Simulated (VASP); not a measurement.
Wanted: the native input for a VASP 6.6.1 run.

- Task: single point
- Functional: PBE
- Potentials or basis: VASP PAW PBE potentials, release 64 (Al, N)
- Cutoff: 520 eV
- k mesh: 9 × 9 × 6
- Occupations: gaussian, width 0.02 eV
- Spin: no spin polarisation
- Dipole correction: no
- Further INCAR settings: ALGO = Normal; EDIFF = 1e-06; NBANDS = 16

The structure of AlN lies in POSCAR:

```
AlN
1.0
    3.1302455680      0.0000000000      0.0000000000
   -1.5651227840      2.7108721819      0.0000000000
    0.0000000000      0.0000000000      5.0179604227
Al N
2 2
Direct
    0.3333333333      0.6666666667     -0.0007713538
    0.6666666667      0.3333333333      0.4992286462
    0.3333333333      0.6666666667      0.3807713538
    0.6666666667      0.3333333333      0.8807713538
```

The input as run:

INCAR

```
ALGO = Normal ; EDIFF = 1E-6
ENCUT = 520 ; GGA = PE
ISIF = 2 ; ISMEAR = 0
LASPH = True ; LCHARG = False
LREAL = False ; LWAVE = False
NBANDS = 16 ; NELM = 100
PREC = Accurate ; SIGMA = 0.02
```

KPOINTS

```
k-points
0
Gamma
  9 9 6
```

Potentials or basis: VASP PAW PBE potentials, release 64 (Al, N).

Launch:

```sh
$ cat potpaw_PBE.64/Al/POTCAR potpaw_PBE.64/N/POTCAR > POTCAR
$ mpirun -np 1 vasp_std > vasp.out
```

It gave:

| Quantity | Value |
| --- | --- |
| Pressure | -0.3 GPa |
| Band gap on the k mesh | 4.04 eV, direct |

It took 11 s on 1 thread of Intel(R) Xeon(R) 6975P-C (Granite Rapids) (shared host), peak memory 0.16 GiB.
